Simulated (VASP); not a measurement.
# GaP (R-3m) in VASP: a series of runs, part 2 of 3

VASP 6.6.1.

## (4) Single point, PBE

Contents of INCAR:

```
SYSTEM = GaP
ADDGRID = .FALSE. ; ALGO = Normal
EDIFF = 1E-4 ; ENCUT = 450
GGA = PE ; ISIF = 2
ISMEAR = 0 ; LASPH = .TRUE.
LCHARG = .FALSE. ; LREAL = .FALSE.
LWAVE = .FALSE. ; NELM = 100
PREC = Accurate ; SIGMA = 0.05
```

Contents of KPOINTS:

```
k-points
0
G
  4 4 4
  0 0 0
```

Contents of POSCAR:

```
GaP
1.0
    1.9430151755      1.1218003346      6.4308101003
   -1.9430151755      1.1218003346      6.4308101003
    0.0000000000     -2.2436006692      6.4308101003
Ga P
2 2
Direct
    0.5646280000      0.5646280000      0.5646280000
    0.4353720000      0.4353720000      0.4353720000
    0.9426110000      0.9426110000      0.9426110000
    0.0573890000      0.0573890000      0.0573890000
```

Potentials or basis: VASP PAW PBE potentials, release 64 (Ga_d, P).

Command:

```console
$ cat potpaw_PBE.64/Ga_d/POTCAR potpaw_PBE.64/P/POTCAR > POTCAR
$ mpirun -np 1 vasp_std > vasp.out
```

OUTCAR:

```text
SYSTEM = GaP
   EDIFF = 1E-4
   ENCUT = 450
   GGA = PE
   ISIF = 2
   ISMEAR = 0
   LASPH = .TRUE.
   LREAL = .FALSE.
   NELM = 100
   PREC = Accurate

 Found     13 irreducible k-points:

 Following reciprocal coordinates:
            Coordinates               Weight
  0.000000  0.000000  0.000000      1.000000
  0.250000  0.000000  0.000000      6.000000
  0.500000  0.000000  0.000000      3.000000
  0.250000  0.250000  0.000000      6.000000
  0.500000  0.250000 -0.000000     12.000000
 -0.250000  0.250000  0.000000      6.000000
   k-points           NKPTS =     13   k-points in BZ     NKDIM =     13   number of bands    NBANDS=     22
   number of dos      NEDOS =    301   number of ions     NIONS =      4
   total plane-waves  NPLWV = 110592
   dimension x,y,z NGX =    48 NGY =   48 NGZ =   48
   dimension x,y,z NGXF=    96 NGYF=   96 NGZF=   96
   ions per type =               2   2
   NGX,Y,Z   is equivalent  to a cutoff of  11.72, 11.72, 11.72 a.u.
   NGXF,Y,Z  is equivalent  to a cutoff of  23.43, 23.43, 23.43 a.u.
 SYSTEM =  GaP
   PREC   = accura    normal or accurate (medium, high low for compatibility)
   ISTART =      0    job   : 0-new  1-cont  2-samecut
   ICHARG =      2    charge: 1-file 2-atom 10-const
   ISPIN  =      1    spin polarized calculation?
   LNONCOLLINEAR =      F non collinear calculations
   LSORBIT =      F    spin-orbit coupling
   LASPH  =      T    aspherical Exc in radial PAW
   ENCUT  =  450.0 eV  33.07 Ry    5.75 a.u.  11.78 11.78 11.78*2*pi/ulx,y,z
   NELM   =    100;   NELMIN=  2; NELMDL= -5     # of ELM steps
   EDIFF  = 0.1E-03   stopping-criterion for ELM
   LREAL  =      F    real-space projection
   EDIFFG = 0.1E-02   stopping-criterion for IOM
   NSW    =      0    number of steps for IOM
   IBRION =     -1    ionic relax: 0-MD 1-quasi-New 2-CG
[... 14 lines left out ...]
     AMIX     =   0.40;   BMIX     =  1.00
     AMIX_MAG =   1.60;   BMIX_MAG =  1.00
  volume/ion in A,a.u.               =      21.03       141.89
  Fermi-wavevector in a.u.,A,eV,Ry     =   1.233785  2.331515 20.711129  1.522225
  Thomas-Fermi vector in A             =   2.368501
   LORBIT       =      0    0 simple, 1 ext, 2 COOP (PROOUT), +10 PAW based schemes
   GGA     = PE    functional components
[... 5 lines left out ...]
 non-spin polarized calculation
 Gauss-broadening in eV      SIGMA  =   0.05
  energy-cutoff  :      450.00
  volume of cell :       84.10
 maximum number of plane-waves:      1846
   NGX = 23   NGY = 23   NGZ = 23

 number of electron      35.9999993 magnetization

 Free energy of the ion-electron system (eV)
  ---------------------------------------------------
  ext. energy  EPLUGINS =         0.00000000
  ---------------------------------------------------
  free energy    TOTEN  =       -17.59725172 eV

  energy without entropy =      -17.59725172  energy(sigma->0) =      -17.59725172

 E-fermi :   4.8923     XC(G=0):  -9.6548

 val. band max:        4.6413521142   @ k =   0.0000   0.0000   0.0000
 cond. band min:       5.4682149458   @ k =   0.5000   0.5000   0.0000
 fundamental gap:      0.8268628315
 Fermi energy:         4.8922968586

 k-point     1 :       0.0000    0.0000    0.0000
  band No.  band energies     occupation
      1     -10.1459      2.00000
      2     -10.0184      2.00000
      3     -10.0184      2.00000
      4     -10.0029      2.00000
      5     -10.0029      2.00000
      6      -9.9526      2.00000
[... 14 lines left out ...]
     21       7.3779      0.00000
     22       8.2969      0.00000

 k-point     2 :       0.2500    0.0000    0.0000
  band No.  band energies     occupation
      1     -10.1358      2.00000
      2     -10.0742      2.00000
      3     -10.0295      2.00000
      4     -10.0141      2.00000
      5      -9.9811      2.00000
      6      -9.9626      2.00000
[... 14 lines left out ...]
     21       7.5942      0.00000
     22       9.5652      0.00000

 k-point     3 :       0.5000    0.0000    0.0000
  band No.  band energies     occupation
      1     -10.1286      2.00000
      2     -10.1193      2.00000
      3     -10.0477      2.00000
      4     -10.0121      2.00000
      5      -9.9732      2.00000
      6      -9.9593      2.00000
[... 14 lines left out ...]
     21       8.2680      0.00000
     22       9.1239      0.00000

 k-point     4 :       0.2500    0.2500    0.0000
  band No.  band energies     occupation
      1     -10.1355      2.00000
      2     -10.0632      2.00000
      3     -10.0377      2.00000
      4     -10.0167      2.00000
      5      -9.9804      2.00000
      6      -9.9624      2.00000
[... 14 lines left out ...]
     21       8.2834      0.00000
     22       8.8521      0.00000

 k-point     5 :       0.5000    0.2500   -0.0000
  band No.  band energies     occupation
      1     -10.1228      2.00000
      2     -10.1021      2.00000
      3     -10.0567      2.00000
      4     -10.0086      2.00000
      5      -9.9878      2.00000
      6      -9.9488      2.00000
[... 14 lines left out ...]
     21       8.3907      0.00000
     22       9.3847      0.00000

 k-point     6 :      -0.2500    0.2500    0.0000
  band No.  band energies     occupation
      1     -10.1277      2.00000
      2     -10.1019      2.00000
      3     -10.0540      2.00000
      4     -10.0084      2.00000
      5      -9.9873      2.00000
      6      -9.9488      2.00000
[... 14 lines left out ...]
     21       9.0704      0.00000
     22       9.6169      0.00000

 [... further k-points ...]

------------------------ aborting loop because EDIFF is reached ----------------------------------------

  FORCE on cell =-STRESS in cart. coord.  units (eV):
  Direction    XX          YY          ZZ          XY          YZ          ZX
  --------------------------------------------------------------------------------------
  -------------------------------------------------------------------------------------
  Total        0.2153595      0.2153595     -0.2239692      0.0000000      0.0000000      0.0000000
  in kB        4.1026631      4.1026631     -4.2666806      0.0000000      0.0000000      0.0000000
  external PRESSURE =       1.3128818 kB  Pullay stress =       0.0000000 kB

 VOLUME and BASIS-vectors are now :
 -----------------------------------------------------------------------------
  energy-cutoff  :      450.00
  volume of cell :       84.10
      direct lattice vectors                 reciprocal lattice vectors
     1.943015176  1.121800335  6.430810100     0.257332010  0.148570705  0.051833801
    -1.943015176  1.121800335  6.430810100    -0.257332010  0.148570705  0.051833801
     0.000000000 -2.243600669  6.430810100     0.000000000 -0.297141410  0.051833801

 POSITION                                       TOTAL-FORCE (eV/Angst)
 -----------------------------------------------------------------------------------
      0.00000      0.00000     10.89305         0.000000     -0.000000     -0.043791
      0.00000      0.00000      8.39938         0.000000      0.000000      0.043791
      0.00000      0.00000     18.18526         0.000000     -0.000000     -0.005631
      0.00000      0.00000      1.10717         0.000000      0.000000      0.005631
 -----------------------------------------------------------------------------------
    total drift:                               -0.000000      0.000000      0.000000

  FREE ENERGIE OF THE ION-ELECTRON SYSTEM (eV)
  ---------------------------------------------------
  free  energy   TOTEN  =       -17.5972517247 eV

  energy  without entropy=      -17.5972517247  energy(sigma->0) =      -17.59725172
```

OSZICAR:

```text
N       E                     dE             d eps       ncg     rms          rms(c)
DAV:   1     0.217384199516E+03    0.21738E+03   -0.16210E+04   572   0.216E+03
DAV:   2     0.605635250487E+01   -0.21133E+03   -0.20717E+03   624   0.448E+02
DAV:   3    -0.171992701613E+02   -0.23256E+02   -0.23000E+02   704   0.121E+02
DAV:   4    -0.179022624834E+02   -0.70299E+00   -0.70147E+00   732   0.226E+01
DAV:   5    -0.179196088349E+02   -0.17346E-01   -0.17321E-01   750   0.305E+00    0.633E+00
DAV:   6    -0.176437873092E+02    0.27582E+00   -0.54384E-01   790   0.107E+01    0.384E+00
DAV:   7    -0.175955610851E+02    0.48226E-01   -0.30970E-01   700   0.328E+00    0.108E+00
DAV:   8    -0.175964051430E+02   -0.84406E-03   -0.36472E-02   726   0.238E+00    0.230E-01
DAV:   9    -0.175969162385E+02   -0.51110E-03   -0.47972E-03   710   0.829E-01    0.876E-02
DAV:  10    -0.175970888408E+02   -0.17260E-03   -0.59550E-04   640   0.193E-01    0.342E-02
DAV:  11    -0.175972305406E+02   -0.14170E-03   -0.13679E-04   512   0.859E-02    0.132E-02
DAV:  12    -0.175972517247E+02   -0.21184E-04   -0.35402E-05   406   0.450E-02
   1 F= -.17597252E+02 E0= -.17597252E+02  d E =-.101314E-13
```

Run time: 32 s. Hardware: 1 thread of Intel Xeon Platinum 8488C (Sapphire Rapids), shared host; peak memory 0.3 GiB.

The run converged, but some of its settings lie outside the range that counts as converged, so its numbers aren't taken as properties of the crystal.

Results:

- Free energy: -17.5973 eV
- Pressure: 0.1 GPa
- Largest force: 0.044 eV/Å
- Band gap on the k mesh: 0.83 eV, indirect (least direct gap 1.12 eV)

Caveat: the k mesh is coarse (spacing up to 0.47 Å⁻¹), so the values aren't converged.

(Part 2 of 3 ends here.)
